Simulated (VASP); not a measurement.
# CuO (Tenorite) (C2/c) in VASP: settings compared

Aim: see how the results for CuO (Tenorite) move with the level of theory and the settings. Levels: PBEsol+D3(BJ), PBE+D3(BJ). Tasks: equation of state.

Everything below comes from runs of VASP 6.6.1. Logs are shortened: lines on timing, memory, paths and dates and some standing lists are left out, and cuts for length are marked.

## (1) Starting point

Symmetry: C2/c, No. 15, monoclinic system. The conventional cell has a = 4.684 Å, b = 3.423 Å, c = 5.129 Å, α = 90.00°, β = 99.54°, γ = 90.00°. Around Cu (site symmetry -1) lie 4 O at 1.95 to 1.96 Å. O (site symmetry 2) is surrounded by 4 Cu at 1.95 to 1.96 Å.

## (2) Equation of state, PBEsol+D3(BJ)

The input, run.py:

```python
from ase.calculators.vasp import Vasp
from ase.eos import EquationOfState
from ase.io import Trajectory
from ase.spacegroup import crystal
from ase.units import GPa

atoms = crystal(
    ['Cu', 'O'],
    basis=[[0.25, 0.75, 0.5], [0.5, 0.0816, 0.75]],
    spacegroup=15,
    setting=1,
    cellpar=[4.6837, 3.4226, 5.1288, 90.0, 99.54, 90.0],
    primitive_cell=True,
)
calc = Vasp(
    directory='calc',
    xc='pbesol',
    pp='PBE',
    setups='minimal',
    prec='Accurate',
    encut=500,
    ediff=1e-08,
    ismear=0,
    sigma=0.05,
    lreal=False,
    lasph=True,
    nelm=80,
    algo='Normal',
    isif=2,
    lwave=False,
    lcharg=False,
    ivdw=12,
    addgrid=True,
    kpts=[10, 10, 5],
    gamma=True,
)
atoms.calc = calc
cell = atoms.cell.copy()
volumes, energies = [], []
traj = Trajectory('eos.traj', 'w')
for x in [0.94, 0.96, 0.98, 1.0, 1.02, 1.04, 1.06]:
    atoms.set_cell(cell * x ** (1 / 3), scale_atoms=True)
    volumes.append(atoms.get_volume())
    energies.append(atoms.get_potential_energy())
    traj.write(atoms)
    print(f'{x:5.2f} {volumes[-1]:12.5f} {energies[-1]:14.6f}')

v0, e0, B = EquationOfState(volumes, energies, eos='birchmurnaghan').fit()
print(f'V0 = {v0:.4f} A^3, E0 = {e0:.6f} eV, B = {B / GPa:.2f} GPa')
```

Potentials or basis: VASP PAW PBE potentials, release 64 (Cu, O).

Command:

```bash
> python run.py
```

Output:

```text
0.94     38.10752     -22.279959
 0.96     38.91832     -22.300838
 0.98     39.72912     -22.300131
 1.00     40.53991     -22.280188
 1.02     41.35071     -22.243192
 1.04     42.16151     -22.191044
 1.06     42.97231     -22.125385
V0 = 39.2910 A^3, E0 = -22.303042 eV, B = 195.76 GPa
```

OUTCAR:

```text
ENCUT = 500.000000
   EDIFF = 1.00e-08
   GGA = PS
   PREC = Accurate
   ISIF = 2
   ISMEAR = 0
   NELM = 80
   IVDW = 12
   LASPH = .TRUE.
   LREAL = .FALSE.
 IVDW          = 12

 ion  position               nearest neighbor table
   1  0.500  0.000  0.500-   4 1.99   3 1.99   4 2.00   3 2.00
   2  0.000  0.500  0.000-   3 1.99   4 1.99   4 2.00   3 2.00
   3  0.582  0.418  0.250-   1 1.99   2 1.99   2 2.00   1 2.00
   4  0.418  0.582  0.750-   2 1.99   1 1.99   2 2.00   1 2.00

  LATTYP: Found a base centered monoclinic cell.
 ALAT       =     4.7755605764
 B/A-ratio  =     0.7307470589
 C/A-ratio  =     1.0950317057
 COS(beta)  =    -0.1657361228

  Lattice vectors:

 A1 = (   2.3877802882,  -1.7448634230,   0.0000000000)
 A2 = (   2.3877802882,   1.7448634230,   0.0000000000)
 A3 = (  -0.8666988637,   0.0000000000,   5.1570684890)

Analysis of symmetry for initial positions (statically):
=====================================================================
 Subroutine PRICEL returns:
 Original cell was already a primitive cell.

 Routine SETGRP: Setting up the symmetry group for a
 base centered monoclinic supercell.

 Subroutine GETGRP returns: Found  4 space group operations
 (whereof  2 operations were pure point group operations)
 out of a pool of  4 trial point group operations.

The static configuration has the point symmetry S_2 .
 The point group associated with its full space group is C_2h.

Analysis of symmetry for dynamics (positions and initial velocities):
=====================================================================
 Subroutine PRICEL returns:
 Original cell was already a primitive cell.

 Routine SETGRP: Setting up the symmetry group for a
 base centered monoclinic supercell.

 Subroutine GETGRP returns: Found  4 space group operations
 (whereof  2 operations were pure point group operations)
 out of a pool of  4 trial point group operations.

The dynamic configuration has the point symmetry S_2 .
 The point group associated with its full space group is C_2h.

 Subroutine INISYM returns: Found  4 space group operations
 (whereof  2 operations are pure point group operations),
 and found     1 'primitive' translations

----------------------------------------------------------------------------------------

                                     Primitive cell

  volume of cell :      42.9723

  direct lattice vectors                    reciprocal lattice vectors
     2.387780288 -1.744863423  0.000000000     0.209399501 -0.286555379  0.035191759
     2.387780288  1.744863423  0.000000000     0.209399501  0.286555379  0.035191759
    -0.866698864  0.000000000  5.157068489     0.000000000  0.000000000  0.193908613

  length of vectors
     2.957370973  2.957370973  5.229390244     0.356651926  0.356651926  0.193908613

  position of ions in fractional coordinates (direct lattice)
     0.500000000  0.000000000  0.500000000
     0.000000000  0.500000000  0.000000000
     0.581600000  0.418400000  0.250000000
     0.418400000  0.581600000  0.750000000

  ion indices of the primitive-cell ions
   primitive index   ion index
                 1           1
                 2           2
                 3           3
                 4           4

----------------------------------------------------------------------------------------

 KPOINTS: KPOINTS created by Atomic Simulation Env

Automatic generation of k-mesh.
 Grid dimensions read from file:
 generate k-points for:   10   10    5

 Generating k-lattice:

  Cartesian coordinates                     Fractional coordinates (reciprocal lattice)
     0.020939950 -0.028655538  0.003519176     0.100000000  0.000000000  0.000000000
     0.020939950  0.028655538  0.003519176     0.000000000  0.100000000  0.000000000
     0.000000000  0.000000000  0.038781723     0.000000000  0.000000000  0.200000000

  Length of vectors
     0.035665193  0.035665193  0.038781723

  Shift w.r.t. Gamma in fractional coordinates (k-lattice)
     0.000000000  0.000000000  0.000000000

 Subroutine IBZKPT returns following result:
 ===========================================

 Found    141 irreducible k-points:

 Following reciprocal coordinates:
            Coordinates               Weight
  0.000000  0.000000  0.000000      1.000000
  0.100000  0.000000  0.000000      4.000000
  0.200000  0.000000  0.000000      4.000000
  0.300000  0.000000  0.000000      4.000000
  0.400000  0.000000  0.000000      4.000000
  0.500000  0.000000  0.000000      2.000000
[... 16 lines left out ...]
  0.300000  0.300000  0.000000      2.000000
  0.400000  0.300000 -0.000000      4.000000
 [... further k-points ...]
   k-points           NKPTS =    141   k-points in BZ     NKDIM =    141   number of bands    NBANDS=     21
   number of dos      NEDOS =    301   number of ions     NIONS =      4
   total plane-waves  NPLWV =  23040
   dimension x,y,z NGX =    24 NGY =   24 NGZ =   40
[... 28 lines left out ...]
   EFERMI =   0.00;   METHOD = LEGACY
   ISMEAR =     0;   SIGMA  =   0.05  broadening in eV -4-tet -1-fermi 0-gaus
   EFERMI_NEDOS =   21; number of points for ismear=-14 and -15
   IALGO  =     38    algorithm
   IMIX   =      4    mixing-type and parameters
     AMIX     =   0.40;   BMIX     =  1.00
     AMIX_MAG =   1.60;   BMIX_MAG =  1.00
  volume/ion in A,a.u.               =      10.74        72.50
  Fermi-wavevector in a.u.,A,eV,Ry     =   1.514159  2.861346 31.193784  2.292678
  Thomas-Fermi vector in A             =   2.623854
   LORBIT       =      0    0 simple, 1 ext, 2 COOP (PROOUT), +10 PAW based schemes
   GGA     = PS    functional components
   LHFCALC =     F    Hartree Fock is set to
   AEXX    =    0.0000 exact exchange contribution
   IVDW    =    12    specifies the selected vdW correction
   LEPSILON=     F    determine dielectric tensor
   LRPA    =     F    only Hartree local field effects (RPA)
 non-spin polarized calculation
 Gauss-broadening in eV      SIGMA  =   0.05
  energy-cutoff  :      500.00
  volume of cell :       42.97
 maximum number of plane-waves:      1129
 NGX is ok and might be reduce to    24
   NGX = 11   NGY = 11   NGZ = 19

 number of electron      34.0000002 magnetization

 Free energy of the ion-electron system (eV)
  ---------------------------------------------------
  ext. energy  EPLUGINS =         0.00000000
  ---------------------------------------------------
  free energy    TOTEN  =       -21.24217563 eV

  energy without entropy =      -21.23856408  energy(sigma->0) =      -21.24036986

 E-fermi :   4.7632     XC(G=0): -11.8544

 val. band max:        4.7626829137   @ k =   0.5000   0.2000   0.4000
 cond. band min:       4.7644001913   @ k =   0.5000   0.1000   0.2000
 fundamental gap:      0.0017172776
 Fermi energy:         4.7632385986

 k-point     1 :       0.0000    0.0000    0.0000
  band No.  band energies     occupation
      1     -14.5540      2.00000
      2     -13.3522      2.00000
      3      -2.8679      2.00000
      4      -0.3862      2.00000
      5      -0.0004      2.00000
      6       1.7346      2.00000
[... 13 lines left out ...]
     20      10.6307      0.00000
     21      12.5539      0.00000

 k-point     2 :       0.1000    0.0000    0.0000
  band No.  band energies     occupation
      1     -14.4926      2.00000
      2     -13.3315      2.00000
      3      -2.7628      2.00000
      4      -0.4010      2.00000
      5      -0.0270      2.00000
      6       1.0093      2.00000
[... 13 lines left out ...]
     20      11.0560      0.00000
     21      12.3438      0.00000

 k-point     3 :       0.2000    0.0000    0.0000
  band No.  band energies     occupation
      1     -14.3266      2.00000
      2     -13.2772      2.00000
      3      -2.4811      2.00000
      4      -0.4549      2.00000
      5      -0.1656      2.00000
      6       0.0505      2.00000
[... 13 lines left out ...]
     20      11.7274      0.00000
     21      12.0863      0.00000
[... 457 lines left out ...]
 k-point    23 :       0.3000    0.3000    0.0000
  band No.  band energies     occupation
      1     -13.8375      2.00000
      2     -13.1567      2.00000
      3      -1.5916      2.00000
      4      -1.1420      2.00000
      5      -0.1679      2.00000
      6      -0.1220      2.00000
[... 13 lines left out ...]
     20      11.1703      0.00000
     21      13.7491      0.00000

 k-point    24 :       0.4000    0.3000   -0.0000
  band No.  band energies     occupation
      1     -13.6695      2.00000
      2     -13.1114      2.00000
      3      -1.5992      2.00000
      4      -1.3146      2.00000
      5      -0.3383      2.00000
      6      -0.1884      2.00000
[... 13 lines left out ...]
     20      11.0404      0.00000
     21      13.3616      0.00000

 [... further k-points ...]

------------------------ aborting loop because EDIFF is reached ----------------------------------------

 Edisp (eV)   -0.88501

 E8    (eV) :    -0.5377

  FORCE on cell =-STRESS in cart. coord.  units (eV):
  Direction    XX          YY          ZZ          XY          YZ          ZX
  --------------------------------------------------------------------------------------
  -------------------------------------------------------------------------------------
  Total      -4.13048    -2.81019    -4.80722     0.00000     0.00000     0.14751
  in kB    -154.00072  -104.77512  -179.23207     0.00000     0.00000     5.49960
  external pressure =     -146.00 kB  Pullay stress =        0.00 kB

 VOLUME and BASIS-vectors are now :
 -----------------------------------------------------------------------------
  energy-cutoff  :      500.00
  volume of cell :       42.97
      direct lattice vectors                 reciprocal lattice vectors
     2.387780288 -1.744863423  0.000000000     0.209399501 -0.286555379  0.035191759
     2.387780288  1.744863423  0.000000000     0.209399501  0.286555379  0.035191759
    -0.866698864  0.000000000  5.157068489     0.000000000  0.000000000  0.193908613

 POSITION                                       TOTAL-FORCE (eV/Angst)
 -----------------------------------------------------------------------------------
      0.76054     -0.87243      2.57853        -0.000000     -0.000000      0.000000
      1.19389      0.87243      0.00000        -0.000000     -0.000000      0.000000
      2.17111     -0.28476      1.28927        -0.000000      0.484847      0.000000
      1.73776      0.28476      3.86780         0.000000     -0.484847      0.000000
 -----------------------------------------------------------------------------------
    total drift:                                0.000000      0.000000     -0.000000

  FREE ENERGIE OF THE ION-ELECTRON SYSTEM (eV)
  ---------------------------------------------------
  free  energy   TOTEN  =       -22.1271903901 eV

  energy  without entropy=      -22.1235788373  energy(sigma->0) =      -22.12538461
```

INCAR:

```text
ENCUT = 500.000000
SIGMA = 0.050000
EDIFF = 1.00e-08
ALGO = Normal
GGA = PS
PREC = Accurate
ISIF = 2
ISMEAR = 0
NELM = 80
IVDW = 12
ADDGRID = .TRUE.
LASPH = .TRUE.
LCHARG = .FALSE.
LWAVE = .FALSE.
LREAL = .FALSE.
```

It took 26 min on 1 thread of AMD EPYC 7R43 (Zen 3), shared host; peak memory 0.27 GiB.

Results:

```
Equilibrium volume                        : 9.82 Å³/atom
Bulk modulus at fixed shape and positions : 196 GPa
Pressure derivative of the bulk modulus   : 4.7
```

Energy against volume, from the lowest point:
| volume (Å³/atom) | energy (meV/atom) |
| --- | --- |
| 9.527 | 5.22 |
| 9.730 | 0.00 |
| 9.932 | 0.18 |
| 10.135 | 5.16 |
| 10.338 | 14.41 |
| 10.540 | 27.45 |
| 10.743 | 43.86 |

Caveat: the cell was scaled at fixed shape and fractional positions, which overstates the stiffness of a crystal with free parameters, most of all of layers and chains; the PAW data sets were made with another functional, which shifts forces and pressure a little; the run has no spin polarisation, though such a crystal can be magnetic.

## (3) Equation of state, PBE+D3(BJ), 10.47 Å³/atom (a relaxed cell with its volume scaled by 0.96)

The input, INCAR:

```
PREC = Accurate
ENCUT = 520
EDIFF = 1E-7
ISMEAR = -1
SIGMA = 0.05
LREAL = False
LASPH = True
NELM = 100
ALGO = Normal
ISIF = 2
LWAVE = False
LCHARG = False
GGA = PE
IVDW = 12
KPAR = 2
```

The input, KPOINTS:

```
Automatic mesh
0
Gamma
  8 8 4
```

The input, POSCAR:

```
CuO                                     
1.0
    2.0795932575     -1.9711791979      0.1599478207
    2.0795932575      1.9711791979      0.1599478207
   -0.3984879305      0.0000000000      5.0758374637
  Cu              O             
     2     2
Direct
     0.5000000000000000    0.0000000000000000    0.5000000000000000
     0.0000000000000000    0.5000000000000000    0.0000000000000000
     0.4997026110320431    0.5002973889679572    0.7500000000000000
     0.5002973889679572    0.4997026110320431    0.2500000000000000
```

Potentials or basis: VASP PAW PBE potentials, release 64 (Cu, O).

Command:

```bash
> cat potpaw_PBE.64/Cu/POTCAR potpaw_PBE.64/O/POTCAR > POTCAR
> mpirun -np 2 vasp_std > vasp.out
```

Wall time 23 s (2 MPI ranks of AMD EPYC 9R45 (Zen 5), shared host); peak memory 0.18 GiB.

Results (log left out):

```yaml
Free_energy: -20.7371 eV
Pressure: 7.6 GPa
Largest_force: 0.006 eV/Å
Band_gap_on_the_k_mesh: none (metal or under the smearing width)
Dispersion_energy_per_atom: -0.274 eV
```

Caveat: the run has no spin polarisation, though such a crystal can be magnetic; semilocal functionals often make such compounds metallic where correlation or magnetic order opens a gap, which also shifts bond lengths; pairwise dispersion overbinds metals, which lowers pressure and volume.

## (4) Equation of state, PBE+D3(BJ), 10.68 Å³/atom (a relaxed cell with its volume scaled by 0.98)

INCAR is that of step 3.

KPOINTS is that of step 3.

POSCAR: that of step 3 with these lines changed.

```diff
@@ -2,5 +2,5 @@
 1.0
-    2.0795932575     -1.9711791979      0.1599478207
-    2.0795932575      1.9711791979      0.1599478207
-   -0.3984879305      0.0000000000      5.0758374637
+    2.0939357332     -1.9847739667      0.1610509439
+    2.0939357332      1.9847739667      0.1610509439
+   -0.4012362100      0.0000000000      5.1108443456
   Cu              O
```

Command:

```bash
> cat potpaw_PBE.64/Cu/POTCAR potpaw_PBE.64/O/POTCAR > POTCAR
> mpirun -np 2 vasp_std > vasp.out
```

It took 24 s on 2 MPI ranks of AMD EPYC 9R45 (Zen 5), shared host; peak memory 0.18 GiB.

The run converged. Its results:

- Free energy: -20.7688 eV
- Pressure: 3.7 GPa
- Largest force: 0.004 eV/Å
- Band gap on the k mesh: none (metal or under the smearing width)
- Dispersion energy per atom: -0.269 eV

Caveat: the run has no spin polarisation, though such a crystal can be magnetic; semilocal functionals often make such compounds metallic where correlation or magnetic order opens a gap, which also shifts bond lengths; pairwise dispersion overbinds metals, which lowers pressure and volume.

## (5) Equation of state, PBE+D3(BJ), 10.90 Å³/atom

INCAR is that of step 4.

KPOINTS is that of step 4.

POSCAR: that of step 4 with these lines changed.

```diff
@@ -2,5 +2,5 @@
 1.0
-    2.0939357332     -1.9847739667      0.1610509439
-    2.0939357332      1.9847739667      0.1610509439
-   -0.4012362100      0.0000000000      5.1108443456
+    2.1080843768     -1.9981850085      0.1621391590
+    2.1080843768      1.9981850085      0.1621391590
+   -0.4039473477      0.0000000000      5.1453781252
   Cu              O
```

Command:

```bash
> cat potpaw_PBE.64/Cu/POTCAR potpaw_PBE.64/O/POTCAR > POTCAR
> mpirun -np 2 vasp_std > vasp.out
```

It took 25 s on 2 MPI ranks of AMD EPYC 9R45 (Zen 5), shared host; peak memory 0.18 GiB.

It converged, with:

| Item | Value |
| --- | --- |
| Free energy | -20.7806 eV |
| Pressure | 0.2 GPa |
| Largest force | 0.003 eV/Å |
| Band gap on the k mesh | none (metal or under the smearing width) |
| Dispersion energy per atom | -0.263 eV |

Caveat: the run has no spin polarisation, though such a crystal can be magnetic; semilocal functionals often make such compounds metallic where correlation or magnetic order opens a gap, which also shifts bond lengths; pairwise dispersion overbinds metals, which lowers pressure and volume.

## (6) Equation of state, PBE+D3(BJ), 11.12 Å³/atom (a relaxed cell with its volume scaled by 1.02)

INCAR is that of step 5.

KPOINTS is that of step 5.

POSCAR: that of step 5 with these lines changed.

```diff
@@ -2,5 +2,5 @@
 1.0
-    2.1080843768     -1.9981850085      0.1621391590
-    2.1080843768      1.9981850085      0.1621391590
-   -0.4039473477      0.0000000000      5.1453781252
+    2.1220456074     -2.0114184074      0.1632129596
+    2.1220456074      2.0114184074      0.1632129596
+   -0.4066225736      0.0000000000      5.1794544701
   Cu              O
```

Potentials or basis: VASP PAW PBE potentials, release 64 (Cu, O).

Command:

```bash
> cat potpaw_PBE.64/Cu/POTCAR potpaw_PBE.64/O/POTCAR > POTCAR
> mpirun -np 2 vasp_std > vasp.out
```

It took 24 s on 2 MPI ranks of AMD EPYC 9R45 (Zen 5), shared host; peak memory 0.19 GiB.

The run converged. Its results:

```yaml
Free_energy: -20.7746 eV
Pressure: -2.8 GPa
Band_gap_on_the_k_mesh: none (metal or under the smearing width)
Dispersion_energy_per_atom: -0.258 eV
```

Caveat: the run has no spin polarisation, though such a crystal can be magnetic; semilocal functionals often make such compounds metallic where correlation or magnetic order opens a gap, which also shifts bond lengths; pairwise dispersion overbinds metals, which lowers pressure and volume.

## (7) Equation of state, PBE+D3(BJ), 11.34 Å³/atom (a relaxed cell with its volume scaled by 1.04)

INCAR is that of step 6.

KPOINTS is that of step 6.

POSCAR: that of step 6 with these lines changed.

```diff
@@ -2,5 +2,5 @@
 1.0
-    2.1220456074     -2.0114184074      0.1632129596
-    2.1220456074      2.0114184074      0.1632129596
-   -0.4066225736      0.0000000000      5.1794544701
+    2.1358255104     -2.0244799319      0.1642728137
+    2.1358255104      2.0244799319      0.1642728137
+   -0.4092630539      0.0000000000      5.2130882337
   Cu              O
```

Command:

```bash
> cat potpaw_PBE.64/Cu/POTCAR potpaw_PBE.64/O/POTCAR > POTCAR
> mpirun -np 2 vasp_std > vasp.out
```

Wall time 25 s (2 MPI ranks of AMD EPYC 9R45 (Zen 5), shared host); peak memory 0.19 GiB.

Results (log left out):

```yaml
Free_energy: -20.7527 eV
Pressure: -5.6 GPa
Band_gap_on_the_k_mesh: none (metal or under the smearing width)
Dispersion_energy_per_atom: -0.253 eV
```

Caveat: the run has no spin polarisation, though such a crystal can be magnetic; semilocal functionals often make such compounds metallic where correlation or magnetic order opens a gap, which also shifts bond lengths; pairwise dispersion overbinds metals, which lowers pressure and volume.

## (8) Equation of state, PBE+D3(BJ)

This run uses another cell than the first one, of 10.90 Å³/atom, 1.076 times its volume.

Potentials or basis: VASP PAW PBE potentials, release 64 (Cu, O).

This step only gathers the single runs of the series.

Results:

```
Equilibrium volume                        : 10.93 Å³/atom
Bulk modulus at fixed shape and positions : 161 GPa
Pressure derivative of the bulk modulus   : 4.6 (rough: it moves with the points fitted)
```

Energy against volume, from the lowest point:
| volume (Å³/atom) | energy (meV/atom) |
| --- | --- |
| 10.466 | 10.86 |
| 10.684 | 2.95 |
| 10.902 | 0.00 |
| 11.121 | 1.49 |
| 11.339 | 6.96 |

Caveat: the cell was scaled at fixed shape and fractional positions, which overstates the stiffness of a crystal with free parameters, most of all of layers and chains; the run has no spin polarisation, though such a crystal can be magnetic.
